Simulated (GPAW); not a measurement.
**Au in GPAW: convergence with density grid spacing (A)**

Au:

```
Au
1.0
     2.74841    0.00000    0.00000
     0.00000    2.74841    0.00000
     0.00000    0.00000    2.74841
Au
1
Direct
  0.50000 0.50000 0.50000
```

The cell was built by a generator and needn't be a form met in nature.

* Program: GPAW 26.7.0
* Task: convergence study
* Functional: PBE
* Potentials or basis: GPAW PAW data sets (gpaw-data 1.2.1)
* Cutoff: 600 eV
* Basis: pw
* Grid spacing: 0.24 Å
* k mesh: 10 × 10 × 10
* Occupations: fermi-dirac, width 0.05 eV
* Spin: no spin polarisation

These are the settings of the first run; the series varies density grid spacing (A), with any setting tied to it.

Hardware: 1 thread of Arm Neoverse V2, with other jobs on the host.

```csv
density grid spacing (A),"energy less the tightest run, at zero smearing (meV/atom)",SCF cycles,CPU time (s),peak memory (GiB)
0.24,0.53,9,4.9,0.13
0.2,0.30,9,5.6,0.13
0.17,0.09,9,9.2,0.14
0.15,0.06,9,8,0.14
0.13,0.02,9,15,0.15
0.11,0.02,9,14,0.15
0.09,0.00,9,23,0.19
```

Against the tightest run, the energy stays within 1 meV/atom from 0.24 on. The tightest run that finished is the yardstick and may itself not be fully converged.

 The run has no spin-orbit coupling, so splittings on Au are missing.
